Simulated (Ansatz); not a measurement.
# Co: the cost of one run

Computed with Ansatz 0.2.0 (DFT PBE, scalar-relativistic, plane waves, PAW, unless a step's input says otherwise).

2 further runs of the same task are left out: 1 that didn't finish, 1 set aside as unsound or not needed.

### Step 1. Starting point

It takes space group P6_3/mmc (No. 194, hexagonal). The conventional cell has a = 2.494 Å, b = 2.494 Å, c = 4.033 Å, α = 90.00°, β = 90.00°, γ = 120.00°. Co (site symmetry -6m2) is surrounded by 12 Co at 2.48 to 2.49 Å.

As a file:

```
Co
1.0
     2.49377    0.00000    0.00000
    -1.24688    2.15967    0.00000
     0.00000    0.00000    4.03307
Co
2
Direct
  0.33333 0.66667 0.25000
  0.66667 0.33333 0.75000
```

This cell was relaxed beforehand with the same method: volume 10.86 Å³/atom, gap on the mesh none (metal), site moments up to 1.7 μB.

### Step 2. Next: the ladder chain

A free-standing chain of the crystal's atoms, periodic along c. Atoms and period relax; energies count from the bulk, -5126.1517 eV an atom.

The cell holds 4 Co: a = 11.300 Å, b = 9.300 Å, c = 4.460 Å, α = 90.00°, β = 90.00°, γ = 90.00°.

### Step 3. Relaxation

Pressure and volume refer to the whole cell with its vacuum; only the period along c may change.

Input file input.yaml:

```yaml
crystal:
  lattice:
    - [11.3, 0.0, 0.0]
    - [0.0, 9.3, 0.0]
    - [0.0, 0.0, 4.4599958059]
  atoms:
    - { symbol: Co, position: [0.3963939027, 0.5, 0.0], spin: 1.86 }
    - { symbol: Co, position: [0.3963939027, 0.5, 0.5], spin: 1.86 }
    - { symbol: Co, position: [0.6036060973, 0.5, 0.0], spin: 1.86 }
    - { symbol: Co, position: [0.6036060973, 0.5, 0.5], spin: 1.86 }
basis:
  ecutwfc: 420
kpoints:
  mp_grid: { grid: [1, 1, 15] }
hamiltonian:
  xc: pbe
scf:
  occupations: { method: gaussian, width: 0.05 }
output:
  forces: true
  stress: true
  eigenvalues: true
  populations: true
  write_density: true
  write_potential: true
  elf: true
  volumetric_format: npy
magnetization:
  spin_polarized: true
relax:
  adjacent_minimum: "off"
  f_tol: 0.01
  max_steps: 45
  cell: { fix: [a, b, alpha, beta, gamma], stress_tol: 0.03 }
```

Run with:

```console
ansatz run input.yaml --threads 2 --pin off --max-ram 5120MiB --backend cpu --events-out ev --progress --plain --runs-dir out
```

What time and memory should one allow on 2 threads of Arm Neoverse V2, shared host?

About 1.7 min, with a peak of 0.92 GiB.
